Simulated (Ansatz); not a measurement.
# MnO2 (Pmmn) in Ansatz: convergence with smearing width

Aim: find how far smearing width must go before the results for MnO2 settle, at LDA. This setting moves, with any that are tied to it; all else stays.

Program: Ansatz 0.2.0. These are calculated values, not measurements. Logs are shortened: lines on timing, memory, paths and dates and some standing lists are left out, and cuts for length are marked.

**1. Starting point**

Symmetry: Pmmn, No. 59, orthorhombic system. The conventional cell has a = 2.904 Å, b = 3.845 Å, c = 6.164 Å, α = 90.00°, β = 90.00°, γ = 90.00°. Mn (site symmetry mm2) has 6 O at 1.83 to 2.05 Å as nearest neighbours. O (site symmetry mm2) is surrounded by 2 Mn at 1.83 Å. O (site symmetry mm2) has 4 Mn at 1.98 to 2.05 Å as nearest neighbours.

Measurements of this composition are mostly on another form, of space group No. 136.

**2. With smearing width 0.3 eV**

input.yaml

```yaml
crystal:
  lattice:
    - [2.904158, 0.0, 0.0]
    - [0.0, 3.84481, 0.0]
    - [0.0, 0.0, 6.164264]
  atoms:
    - { symbol: Mn, position: [0.5, 0.5, 0.3433015], spin: 4.0 }
    - { symbol: Mn, position: [0.0, 0.0, 0.6566985], spin: 4.0 }
    - { symbol: O, position: [0.5, 0.0, 0.8375675] }
    - { symbol: O, position: [0.0, 0.5, 0.1624325] }
    - { symbol: O, position: [0.5, 0.0, 0.4217995] }
    - { symbol: O, position: [0.0, 0.5, 0.5782005] }
hamiltonian:
  xc: lda
  pseudopotentials: { kind: paw, source: jth, xc_functional: pbe }
magnetization:
  spin_polarized: true
kpoints:
  mp_grid: { grid: [8, 6, 4] }
scf:
  occupations: { method: fermi_dirac, width: 0.3 }
output:
  forces: true
  stress: true
  eigenvalues: true
```

Potentials or basis: JTH PAW.

The run is started by

```console
$ ansatz run input.yaml --threads 2 --pin off --max-ram 5632MiB --backend cpu --events-out ev --progress --plain --runs-dir out
```

Wall time 58 s (2 threads of Arm Neoverse V2, shared host); peak memory 1.4 GiB.

Results:

```yaml
Free_energy: -9901.4238 eV
Pressure: -19.1 GPa
Largest_force: 1.676 eV/Å
Band_gap_on_the_k_mesh: none (metal or under the smearing width)
Net_moment: 5.13 μB per cell
Absolute_moment: 5.34 μB per cell
Site_moments: Mn +2.08; O +0.05, +0.00 μB
```

**3. With smearing width 0.2 eV**

input.yaml, as its differences from that of step 2:

```diff
@@ -20,3 +20,3 @@
 scf:
-  occupations: { method: fermi_dirac, width: 0.3 }
+  occupations: { method: fermi_dirac, width: 0.2 }
 output:
```

Potentials or basis: JTH PAW.

The run is started by

```console
$ ansatz run input.yaml --threads 2 --pin off --max-ram 5632MiB --backend cpu --events-out ev --progress --plain --runs-dir out
```

It took 59 s on 2 threads of Arm Neoverse V2, shared host; peak memory 1.3 GiB.

Results:

| Item | Value |
| --- | --- |
| Free energy | -9901.1780 eV |
| Pressure | -18.4 GPa |
| Largest force | 1.521 eV/Å |
| Band gap on the k mesh | none (metal or under the smearing width) |
| Net moment | 5.71 μB per cell |
| Absolute moment | 5.91 μB per cell |
| Site moments | Mn +2.28; O +0.09, +0.01 μB |

**4. With smearing width 0.15 eV**

input.yaml, as its differences from that of step 3:

```diff
@@ -20,3 +20,3 @@
 scf:
-  occupations: { method: fermi_dirac, width: 0.2 }
+  occupations: { method: fermi_dirac, width: 0.15 }
 output:
```

The run is started by

```console
$ ansatz run input.yaml --threads 2 --pin off --max-ram 5632MiB --backend cpu --events-out ev --progress --plain --runs-dir out
```

Wall time 61 s (2 threads of Arm Neoverse V2, shared host); peak memory 1.3 GiB.

Results:

| Property | Result |
| --- | --- |
| Free energy | -9901.1108 eV |
| Pressure | -18.2 GPa |
| Largest force | 1.467 eV/Å |
| Band gap on the k mesh | none (metal or under the smearing width) |
| Net moment | 5.89 μB per cell |
| Absolute moment | 6.09 μB per cell |
| Site moments | Mn +2.33; O +0.11, +0.01 μB |

**5. With smearing width 0.1 eV**

input.yaml, as its differences from that of step 4:

```diff
@@ -20,3 +20,3 @@
 scf:
-  occupations: { method: fermi_dirac, width: 0.15 }
+  occupations: { method: fermi_dirac, width: 0.1 }
 output:
```

The run is started by

```console
$ ansatz run input.yaml --threads 2 --pin off --max-ram 5632MiB --backend cpu --events-out ev --progress --plain --runs-dir out
```

Run time: 55 s. Hardware: 2 threads of Arm Neoverse V2, shared host; peak memory 1.3 GiB.

What came out:

```yaml
Free_energy: -9901.0739 eV
Pressure: -18.2 GPa
Largest_force: 1.440 eV/Å
Band_gap_on_the_k_mesh: none (metal or under the smearing width)
Net_moment: 5.98 μB per cell
Absolute_moment: 6.18 μB per cell
Site_moments: Mn +2.36; O +0.13, +0.01 μB
```

**6. With smearing width 0.05 eV**

input.yaml, as its differences from that of step 5:

```diff
@@ -20,3 +20,3 @@
 scf:
-  occupations: { method: fermi_dirac, width: 0.1 }
+  occupations: { method: fermi_dirac, width: 0.05 }
 output:
```

Potentials or basis: JTH PAW.

The run is started by

```console
$ ansatz run input.yaml --threads 2 --pin off --max-ram 5632MiB --backend cpu --events-out ev --progress --plain --runs-dir out
```

It took 57 s on 2 threads of Arm Neoverse V2, shared host; peak memory 1.3 GiB.

It converged, with:

| Quantity | Value |
| --- | --- |
| Free energy | -9901.0589 eV |
| Pressure | -18.3 GPa |
| Largest force | 1.436 eV/Å |
| Band gap on the k mesh | none (metal or under the smearing width) |
| Net moment | 6.00 μB per cell |
| Absolute moment | 6.21 μB per cell |
| Site moments | Mn +2.36; O +0.13, +0.01 μB |

**7. With smearing width 0.025 eV**

input.yaml, as its differences from that of step 6:

```diff
@@ -20,3 +20,3 @@
 scf:
-  occupations: { method: fermi_dirac, width: 0.05 }
+  occupations: { method: fermi_dirac, width: 0.025 }
 output:
```

The run is started by

```console
$ ansatz run input.yaml --threads 2 --pin off --max-ram 5632MiB --backend cpu --events-out ev --progress --plain --runs-dir out
```

Wall time 57 s (2 threads of Arm Neoverse V2, shared host); peak memory 1.3 GiB.

It converged, with:

```yaml
Free_energy: -9901.0566 eV
Pressure: -18.3 GPa
Largest_force: 1.437 eV/Å
Band_gap_on_the_k_mesh: none (metal or under the smearing width)
Net_moment: 6.00 μB per cell
Absolute_moment: 6.21 μB per cell
Site_moments: Mn +2.36; O +0.14, +0.01 μB
```

**8. With smearing width 0.01 eV**

input.yaml, as its differences from that of step 7:

```diff
@@ -20,3 +20,3 @@
 scf:
-  occupations: { method: fermi_dirac, width: 0.025 }
+  occupations: { method: fermi_dirac, width: 0.01 }
 output:
```

The run is started by

```console
$ ansatz run input.yaml --threads 2 --pin off --max-ram 5632MiB --backend cpu --events-out ev --progress --plain --runs-dir out
```

Run time: 52 s. Hardware: 2 threads of Arm Neoverse V2, shared host; peak memory 1.3 GiB.

It converged, with:

```
Free energy            : -9901.0561 eV
Pressure               : -18.4 GPa
Largest force          : 1.438 eV/Å
Band gap on the k mesh : none (metal or under the smearing width)
Net moment             : 6.00 μB per cell
Absolute moment        : 6.21 μB per cell
Site moments           : Mn +2.36; O +0.14, +0.01 μB
```

**9. With smearing width 0.005 eV**

input.yaml, as its differences from that of step 8:

```diff
@@ -20,3 +20,3 @@
 scf:
-  occupations: { method: fermi_dirac, width: 0.01 }
+  occupations: { method: fermi_dirac, width: 0.005 }
 output:
```

Potentials or basis: JTH PAW.

The run is started by

```console
$ ansatz run input.yaml --threads 2 --pin off --max-ram 5632MiB --backend cpu --events-out ev --progress --plain --runs-dir out
```

The program printed:

```text
Warning: the checks of this Mn dataset prove no rule for summing its radial tables, as where they were carried onto another mesh than they were made on, and Gregory's rule is taken, under which a leading mesh point left out moves its sums only by what lay on the interval it spanned. That does not make them correct, and they differ from Quantum ESPRESSO's on this file; a re-export a fraction of a mesh step off can move them. hamiltonian.pseudopotentials.radial_quadrature: simpson_from_first_knot sums it by `pw.x`'s rule; on a PAW file no value gives `pw.x`'s numbers. What more to know: hamiltonian.pseudopotentials.radial_quadrature, in the input reference
Warning: the checks of this O dataset prove no rule for summing its radial tables, as where they were carried onto another mesh than they were made on, and Gregory's rule is taken, under which a leading mesh point left out moves its sums only by what lay on the interval it spanned. That does not make them correct, and they differ from Quantum ESPRESSO's on this file; a re-export a fraction of a mesh step off can move them. hamiltonian.pseudopotentials.radial_quadrature: simpson_from_first_knot sums it by `pw.x`'s rule; on a PAW file no value gives `pw.x`'s numbers. What more to know: hamiltonian.pseudopotentials.radial_quadrature, in the input reference
Warning: RAYON_NUM_THREADS=2 ignored (pool sized by the plan → 2); use --threads N
Engine: ansatz 0.2.0, aarch64-unknown-linux-gnu
Pseudopotentials: kind: paw
Pseudopotential: Mn, paw, valence charge 15, recommended cutoff 1290 eV (normal), Mn.paw.azcp
Pseudopotential: O, paw, valence charge 6, recommended cutoff 1380 eV (normal), O.paw.azcp
Functional definition: SPW92
  exchange = slater_x
  correlation = pw_c
Crystal: 6 atoms, lattice volume = 68.830 Å³
Basis set: ecut = 1380 eV, 8015 PW (Γ)
Bands: 38, of which v1, the nominal top of the filled ones, is band 27 counted from 1 (26 counted from 0)
Symmetry: 8 space group operations
Space group: Pmmn (ITA 59), of the structure as read, at distance tolerance 4.1e-5 Å
Magnetic group: BNS 59.405 (UNI 503), of the structure as read, at distance tolerance 4.1e-5 Å
k-points: 60 of 192
Non-local potential: Mn, projectors of the file, l = 0: 2, l = 1: 2, l = 2: 2
Non-local potential: O, projectors of the file, l = 0: 2, l = 1: 2
PAW form: soft (Blöchl's): semilocal exchange-correlation on the pseudo side does not see the compensation charge
PAW frozen core: Mn, regenerated for the run's functional, and the local potential with it (the file was generated under x = pbe(κ = 0.804, μ = 0.2195149727645171), c = pbe(β = 0.06672455060314922))
PAW frozen core: O, regenerated for the run's functional, and the local potential with it (the file was generated under x = pbe(κ = 0.804, μ = 0.2195149727645171), c = pbe(β = 0.06672455060314922))
PAW one-centre angular grid: Mn, 590 points (default); XC on 64 Gauss nodes
PAW one-centre angular grid: O, 110 points (default); XC on 64 Gauss nodes
Initial density: superposition of atomic densities (chi_scale 0.1, normalization cell, long waves kept (reshape's long-wave potential 0.49 eV rms))
Starting moments: Σ|m| = 8 μB on 2 of 6 sites
Initial wavefunctions: pseudopotential atomic-orbital guess
Functional: x = slater, c = lda
SCF iter   1: F=—  HF=-9903.003281 eV  |F-HF|=—  |Δ(HF+E_count)|=         —  Δρ=1.27e-1 (↑9.28e-2 ↓1.27e-1)  dr2=1.51e1  dr2_m=5.68e0  M=3.069 μB ∫|m|=3.479 μB  β_m=0.30  ethr=3.10e-3  ⟨swp⟩=10.9  Hψ=26473  notcnv=0  defer=2
Mixer restart at iter 1: flushing history
preconditioner: auto → Kerker (q_TF=auto, 2.620 Å⁻¹)  [metal: Δε(μ)=0.009 eV  Ē_g=11.625 eV  σ=0.005 eV  W_gap=0.43  n_scr=20 (ndim 8)  ℏωp=27.6 eV  f_vac=0.107  D(μ)=4.75/eV (n_scr^D=56)]
spin=Collinear: Kerker preconditioning applied to the charge; magnetization (m = ρ↑ − ρ↓) channel mixes plain (no charge-response kernel on spin).
[... 16 lines left out ...]
SCF converged after 13 iterations
Magnetization: 6.0000 μB (30.0000 up, 24.0000 down)
Absolute magnetization: 6.2053 μB (∫|ρ↑−ρ↓|, with the PAW one-centre terms)
Spin contamination: 0.0992 ħ² per cell (⟨S²⟩ above its minimum at these occupations)
Per-site moments (μB) at R_I (Å): [(2.356025674377548, 0.7551780635326026), (2.3560256743775474, 0.7551780635326026), (0.13662657962046154, 0.7551780635326026), (0.13662657962046149, 0.7551780635326026), (0.007356365789733321, 0.8177268280132386), (0.0073563657897334775, 0.8177268280132386)]
Free energy (F): -9901.055970 eV
Harris-Foulkes:  -9901.055970 eV  (|F-HF|=9.13e-8)
Internal energy: -9901.055895 eV  (E = F + TS)
E sigma→0 (E₀):  -9901.055933 eV
Entropy (-TS):   -0.000076 eV (-0.013 meV/atom)
Fermi energy:    7.630372 eV
--- Per-component energies (eV) ---
  E_band       = -743.706907
  E_kinetic    = 1495.655254
  E_local      = -6830.313473  (includes V_loc(G=0)·N_el)
  E_nonlocal   = -38.690481
  E_hartree    = 2664.624008
  E_xc         = -512.911071
  E_vxc        = -671.809613  (∫ρ·V_xc dr)
  E_paw        = -2717.457728  (= ΣΔE_a)
  E_vpaw       = -27.780903  (= ΣTr[D̂ρ^β])
  E_aug_tail   = -0.000046  (compensation charges beyond the density's cutoff)
  E_ewald      = -3963.117022
  E_core_change = 1.154665  (= ΣΔE_core)
  E_smearing   = -0.000076  (= −TS)
  E_closure    = -0.000000  (closes the sum)
  Σ components = -9901.055970   (vs F -9901.055970, Δ=0.00e0)
--- Forces (eV/Å), atoms counted from 1 ---
  atom   1  Mn     0.00000000    -0.00000000    -0.35804710
  atom   2  Mn    -0.00000000     0.00000000     0.35804710
  atom   3  O      0.00000000    -0.00000000    -1.43760542
  atom   4  O     -0.00000000     0.00000000     1.43760542
  atom   5  O     -0.00000000     0.00000000     0.38450544
  atom   6  O      0.00000000    -0.00000000    -0.38450544
  max |Σ_I F_I| component: 0.00e0 eV/Å
--- Stress (GPa, compression-positive) ---
      -23.915492      -0.000000       0.000000
       -0.000000     -15.909390      -0.000000
        0.000000      -0.000000     -15.267918
  P = ⅓ Tr σ = -18.3643 GPa (-183.643 kbar)
--- Band table (eV; the first three rows and the last of 120) ---
  k-point 0 ↑: bands = ["-73.4892", "-73.4829", "-42.5527", "-42.5379", "-42.5239", "-42.5221", "-42.5089", "-42.5055", "-12.0861", "-10.2896", "-9.8375", "-9.7949", "0.5219", "1.3562", "1.5239", "1.7920", "2.3119", "3.6695", "4.0093", "4.1243", "4.2625", "4.6167", "4.7512", "5.0641", "5.4387", "5.7992", "6.2875", "6.7149", "7.5138", "7.8058", "8.1271", "8.2300", "9.6758", "10.0142", "13.5341", "16.9596", "17.8948", "19.4624"]
  k-point 1 ↑: bands = ["-73.4892", "-73.4829", "-42.5527", "-42.5379", "-42.5239", "-42.5221", "-42.5089", "-42.5055", "-12.0726", "-10.2950", "-10.0043", "-9.6386", "0.5219", "1.3260", "1.6553", "1.8075", "2.2795", "3.6930", "3.8966", "4.2775", "4.3006", "4.5549", "4.5897", "5.0646", "5.4382", "5.7846", "6.2834", "6.7445", "7.4081", "7.9002", "7.9485", "8.3431", "9.6081", "10.0715", "13.9919", "16.2584", "18.3665", "19.5604"]
  k-point 2 ↑: bands = ["-73.4892", "-73.4829", "-42.5527", "-42.5378", "-42.5239", "-42.5221", "-42.5089", "-42.5056", "-12.0587", "-10.3037", "-10.0808", "-9.5695", "0.5219", "1.3324", "1.7489", "1.8251", "2.2456", "3.7785", "3.8388", "4.3007", "4.3389", "4.4016", "4.5371", "5.0650", "5.4378", "5.7692", "6.2891", "6.7530", "7.3316", "7.8548", "7.9649", "8.3857", "9.5539", "10.1151", "15.0304", "15.1055", "18.9389", "19.3741"]
  k-point 59 ↓: bands = ["-70.4598", "-70.4598", "-39.8515", "-39.8515", "-39.5459", "-39.5459", "-39.5223", "-39.5223", "-10.4157", "-10.4157", "-9.3029", "-9.3029", "0.6437", "0.6437", "2.9413", "2.9413", "3.2400", "3.2400", "3.4662", "3.4662", "5.0257", "5.0257", "5.7108", "5.7108", "8.1105", "8.1105", "8.6015", "8.6015", "9.4560", "9.4560", "10.4230", "10.4230", "10.8178", "10.8178", "19.0504", "19.0504", "20.5105", "20.5105"]
```

It took 52 s on 2 threads of Arm Neoverse V2, shared host; peak memory 1.3 GiB.

Results:

- Free energy: -9901.0560 eV
- Pressure: -18.4 GPa
- Largest force: 1.438 eV/Å
- Band gap on the k mesh: none (metal or under the smearing width)
- Net moment: 6.00 μB per cell
- Absolute moment: 6.21 μB per cell
- Site moments: Mn +2.36; O +0.14, +0.01 μB

**10. Result**

| smearing width | energy less the tightest run, at zero smearing (meV/atom) | pressure (GPa) | largest force (eV/Å) | absolute moment (μB) | SCF cycles | CPU time (s) | peak memory (GiB) |
| --- | --- | --- | --- | --- | --- | --- | --- |
| 0.3 eV | 20.49 | -19.09 | 1.676 | 5.34 | 14 | 110 | 1.4 |
| 0.2 eV | 7.78 | -18.42 | 1.521 | 5.91 | 14 | 120 | 1.3 |
| 0.15 eV | 3.57 | -18.21 | 1.467 | 6.09 | 15 | 120 | 1.3 |
| 0.1 eV | 1.07 | -18.18 | 1.440 | 6.18 | 14 | 110 | 1.3 |
| 0.05 eV | 0.11 | -18.29 | 1.436 | 6.21 | 15 | 110 | 1.3 |
| 0.025 eV | 0.00 | -18.34 | 1.437 | 6.21 | 15 | 110 | 1.3 |
| 0.01 eV | 0.00 | -18.36 | 1.438 | 6.21 | 13 | 100 | 1.3 |
| 0.005 eV | 0.00 | -18.36 | 1.438 | 6.21 | 13 | 100 | 1.3 |

Against the tightest run, the energy stays within 1 meV/atom from 0.05 eV on; the pressure stays within 0.1 GPa from 0.05 eV on; the largest force stays within 0.005 eV/Å from 0.1 eV on; the absolute moment stays within 0.02 μB from 0.05 eV on. Narrower smearing needs a denser k mesh, so at a fixed mesh the narrowest width isn't the most accurate. The tightest run that finished is the yardstick and may itself not be fully converged.

Caveats: so large a pressure means that the cell lies far from this level's equilibrium, or that cutoff or potentials fall short; semilocal functionals often make such compounds metallic where correlation or magnetic order opens a gap, which also shifts bond lengths; only a ferromagnetic start was run, and an antiferromagnetic order may lie lower in energy; forces of over 1 eV/Å show positions far from the minimum, so gaps and moduli don't describe the material at rest.
